**Cubic boron nitride: does stretching still help a sheared crystal?**

Shearing cubic BN by 0.3, which turns a right angle by about 17°, stores roughly 0.8 eV per atom. Compressing the same crystal by 7 % along one cube axis stores about a tenth of that. The two deformations don't simply add, because a stretch along the axis makes the shear cheaper. The question for this page is how far that help goes: if a sheared crystal is stretched by 5 or 7 %, does its energy still fall, or has it turned upward?

Cubic BN in Ansatz 0.2.0: PBE without dispersion correction or spin polarization, scalar-relativistic PAW, 520 eV plane-wave cutoff, 12×12×12 k mesh, Gaussian smearing of 0.05 eV. The first strain is engineering shear xz and the second is normal strain along z, the cubic c axis, at fixed fractional coordinates. Free energies are relative to the relaxed crystal.

| second strain | free energy change at first strain -0.3 (meV an atom) | free energy change at first strain -0.225 (meV an atom) | free energy change at first strain -0.15 (meV an atom) | free energy change at first strain -0.075 (meV an atom) | free energy change at first strain 0 (meV an atom) |
| --- | --- | --- | --- | --- | --- |
| -0.07000 | 1101.1 | 633.4 | 317.1 | 134.4 | 74.7 |
| -0.05250 | 1008.8 | 567.8 | 269.8 | 97.7 | 41.5 |
| -0.03500 | 928.6 | 513.3 | 232.9 | 71.1 | 18.2 |
| -0.01750 | 859.9 | 469.5 | 206.1 | 54.1 | 4.5 |
| 0.00000 | 802.5 | 435.9 | 188.9 | 46.5 | 0.0 |
| 0.01750 | 755.8 | 412.4 | 181.1 | 47.9 | 4.4 |
| 0.03500 | 719.5 | 398.3 | 182.3 | 57.9 | 17.3 |
| 0.05250 | ? | ? | ? | ? | ? |
| 0.07000 | ? | ? | ? | ? | ? |

The first strain is a shear in the xz plane, and I quote its size only, since a twofold axis of the crystal makes opposite shears equal in energy. The second strain is a change of length along z with x and y held, so the volume changes with it. All energies come from density-functional theory and are counted from the crystal at rest. The atoms are carried along with the cell and don't relax.

**What the known rows show**

I separate the price of shear from the price of stretching by subtracting, in each row, the energy without shear. At shear 0.3 this shear cost falls from 1101.1 − 74.7 = 1026.4 meV per atom at 7 % compression to 719.5 − 17.3 = 702.2 at 3.5 % extension. That is a drop of about a third.

At shear 0.075 the cost is far smaller, but it falls from 134.4 − 74.7 = 59.7 to 57.9 − 17.3 = 40.6 meV per atom, again by about a third. Stretching therefore acts almost like a common factor on the shear cost. A larger shear has more to gain from it: doubling the shear from 0.075 to 0.15 makes the cost at zero second strain about four times as large.

This sets up a competition. Stretching has its own price, which grows roughly as the square of the stretch, and it earns a discount on the shear. Without shear there is no discount, and the energy is lowest at rest. Under shear the discount starts in proportion to the stretch, while the price starts only with its square. The discount therefore wins at first, and the minimum moves to extension, further for a larger shear.

**Why a stretched crystal shears more easily**

Each atom has four bonds. The shear lengthens two of them and shortens two; at shear 0.3 the unstretched 1.57 Å bonds become 1.73 and 1.42 Å. A stretch along z lengthens all four.

Consider bond lengths alone for now, and a very small shear. To first order, one bond becomes longer by the same amount as another becomes shorter, so the first-order changes in energy cancel. What remains is mainly the stiffness of the bond at the length that the stretch has given it. A real bond gets softer as it is pulled out and stiffer as it is pushed in, so extension lowers the cost of shear.

Perfect springs with the same bond lengths test whether geometry alone would do. Their shear cost would rise by 6 % between 7 % compression and 3.5 % extension, whereas the computed cost falls by 32 %. In a picture built on bond lengths, the softening is thus essential. The usual reason for it is that the repulsion between two bonded atoms fades faster with distance than their attraction, though these total energies don't test the two separately.

**The model and one forecast in full**

I give each bond a Morse-type energy, D(1 − e^(−kd))², where d is its change in length from rest. The constants D = 1935 meV and k = 2.8 per Å were fitted to the shear cost at shear 0.3 in the seven known rows, then used unchanged at the smaller shears. The energy without shear has its own fit, with a quadratic and a cubic term in the second strain.

Here is the estimate for shear 0.3 and second strain +0.07, a row outside the fit. Each component of a bond at rest is 0.906 Å, a quarter of the cube edge. The shear is shared equally between x and z, so half of it, 0.15, is added to both components in a long bond and taken from both in a short one.

- Long bond: d = 0.906 × [√(1.15² + 1 + 1.22²) − √3] = +0.1994 Å, which costs 354.2 meV.
- Short bond: d = 0.906 × [√(0.85² + 1 + 0.92²) − √3] = −0.1171 Å, which costs 291.4 meV.
- The same two bonds without shear: d = 0.906 × [√(2 + 1.07²) − √3] = +0.0375 Å, which costs 38.4 meV for both.
- Shear cost: 354.2 + 291.4 − 38.4 = 607.2 meV per atom. Every bond is shared, so each atom owns two, one long and one short.
- Stretch without shear: 14496 × 0.07² − 10696 × 0.07³ = 67.4 meV per atom.
- Total: 607.2 + 67.4 = 674.6, or about 675 meV per atom.

**Forecasts**

The same steps give the other entries, in meV per atom:

| second strain | shear 0.3 | shear 0.225 | shear 0.15 | shear 0.075 | no shear |
|---|---|---|---|---|---|
| +0.0525 | 692 ± 5 | 393 ± 4 | 192 ± 3 | 76.2 ± 1.5 | 38.4 ± 1 |
| +0.07 | 675 ± 5 | 397 ± 4 | 210 ± 3 | 102.4 ± 1.5 | 67.4 ± 1 |

The ranges are judgements, guided by the misses in the known rows and by the short distance of the extrapolation. At shear 0.3 the energy should keep falling through both rows. At 0.225 it should pass a shallow minimum and rise slightly between the two; at 0.15 and below it should rise. The call at 0.225 is the least certain, because the expected rise of about 3 meV is no larger than the error bar.

**The computed values**

The withheld rows as computed:

| second strain | free energy change at first strain -0.3 (meV an atom) | free energy change at first strain -0.225 (meV an atom) | free energy change at first strain -0.15 (meV an atom) | free energy change at first strain -0.075 (meV an atom) | free energy change at first strain 0 (meV an atom) |
| --- | --- | --- | --- | --- | --- |
| 0.05250 | 693.2 | 393.4 | 192.0 | 76.1 | 38.3 |
| 0.07000 | 676.5 | 397.3 | 210.0 | 102.3 | 67.2 |

All the forecasts fall within their ranges, and the three statements about direction hold. At shear 0.3 the energy falls to 676.5 meV per atom in the last row, so stretching still helps there. At 0.225 it rises by 3.9 meV per atom between the two rows, against a forecast of 3.3. The help has run out between 3.5 and 7 % extension.

With the misses taken before the forecasts are rounded, the largest are at shear 0.3, where the model is too low by 1.3 and 2.0 meV per atom. The known rows already showed the start of this drift: the model passed from slightly too high near rest to slightly too low at 3.5 % extension. Its shear cost falls a little too quickly with extension. Against a shear cost of some 600 meV this is a small error, but it grows in the direction of the extrapolation.

At shear 0.225 the forecasts miss by less than 0.1 and by 0.6 meV per atom, which flatters the model. In the compressed rows it was about 3 meV too high, and the same drift carried it through zero just where the forecast was made. At the smaller shears and without shear, the misses are 0.2 meV per atom or less.

A plain cubic curve through the known energies at shear 0.3 comes closer still, with misses of 0.1 and 0.2 meV per atom. It spends four constants on that one shear and has no means of reaching another. The bond model carries its two constants to three other shears and, with the separately fitted stretch energy added, stays within about 1 % of the computed total energies there. For filling in the next point of a smooth curve the cubic is the better tool; for seeing why the curves at different shears belong together, the bond model is.

**Where the picture stops**

Without shear, the bond law alone gives only 57 % of the energy at 7 % compression. Bond angles also resist deformation, and in BN this matters strongly when one axis changes length. That is why the stretch needed its own fit. The fitted constants must also have absorbed some angle stiffness under shear, so D shouldn't be read as the energy needed to break a bond.

The fixed atoms matter in a different way. Under pure stretch, symmetry leaves them no force to follow, but under shear the boron and nitrogen sublattices could shift against each other and lower the energy. The sheared columns are therefore upper bounds. If the relief depends on the stretch, the turning point at shear 0.225 would move as well.

The output below gives the fits and the misses row by row.

Printed output of the fit:

```
fit of cost on 7 rows: coefficient of (1-exp(-s*long0))**2 + (1-exp(-s*short0))**2 - 2*(1-exp(-s*du))**2 1935 +/- 0.67, s 2.8; rms 0.666, worst -0.07 -1.23, leave-one-out rms 1.02
  rows outside the fit (model, value, miss): 0.0525 653.5, 654.9, -1.4; 0.07 607.2, 609.3, -2.12
fit of E_4 on 7 rows: coefficient of z**2 14496 +/- 5.2, coefficient of z**3 -10696 +/- 81; rms 0.00922, worst 0.0175 -0.0181, leave-one-out rms 0.012
  rows outside the fit (model, value, miss): 0.0525 38.41, 38.3, 0.106; 0.07 67.36, 67.2, 0.16
fit of E_0 on 7 rows: constant 802.5 +/- 0.02, coefficient of z -2971 +/- 0.67, coefficient of z**2 17594 +/- 22, coefficient of z**3 -12958 +/- 375; rms 0.0193, worst -0.035 -0.031, leave-one-out rms 0.0436
  rows outside the fit (model, value, miss): 0.0525 693.1, 693.2, -0.0714; 0.07 676.3, 676.5, -0.214
short bond at shear 0.3 and zz strain 0 (angstrom): 1.417
long bond at shear 0.3 and zz strain 0 (angstrom): 1.73
computed change of shear cost at 0.3 from zz -0.07 to +0.035 (percent): -31.59
same change for harmonic springs (percent): 5.703
share of the pure zz energy at -0.07 that the bond law gives (percent): 57.38
forecast change at shear 0.225 from zz 0.0525 to 0.07 (meV an atom): 3.307
computed change at shear 0.225 from zz 0.0525 to 0.07 (meV an atom): 3.9
Forecast and computed energy and miss (forecast less computed) in meV an atom:
      row  0.3 forecast within 5  0.3 computed  0.3 miss  0.225 forecast within 4  0.225 computed  0.225 miss  0.15 forecast within 3  0.15 computed  0.15 miss  0.075 forecast within 1.5  0.075 computed  0.075 miss
    -0.07                   1100          1101     -1.23                    636.4           633.4       2.968                   319.5          317.1      2.435                      135.2           134.4      0.7841
  -0.0525                   1009          1009   0.06536                    570.9           567.8       3.127                   272.1          269.8        2.3                      98.44            97.7      0.7427
   -0.035                  929.2         928.6    0.6241                    516.2           513.3       2.942                     235          232.9      2.059                      71.71            71.1      0.6091
  -0.0175                  860.7         859.9    0.7848                      472           469.5       2.512                   207.8          206.1      1.688                      54.64            54.1      0.5436
      0.0                    803         802.5    0.4737                    437.9           435.9        2.03                   190.3          188.9      1.357                      46.91            46.5      0.4059
   0.0175                  755.8         755.8  0.005294                    413.7           412.4        1.28                     182          181.1     0.9335                      48.16            47.9       0.255
    0.035                  718.9         719.5   -0.6167                    398.9           398.3      0.6435                   182.8          182.3     0.4844                      58.05            57.9      0.1492
   0.0525                  691.9         693.2    -1.299                    393.4           393.4   -0.005856                   192.2            192     0.1726                      76.25            76.1      0.1462
     0.07                  674.5         676.5    -1.958                    396.7           397.3     -0.5993                   209.9            210    -0.1411                      102.4           102.3      0.1032
```
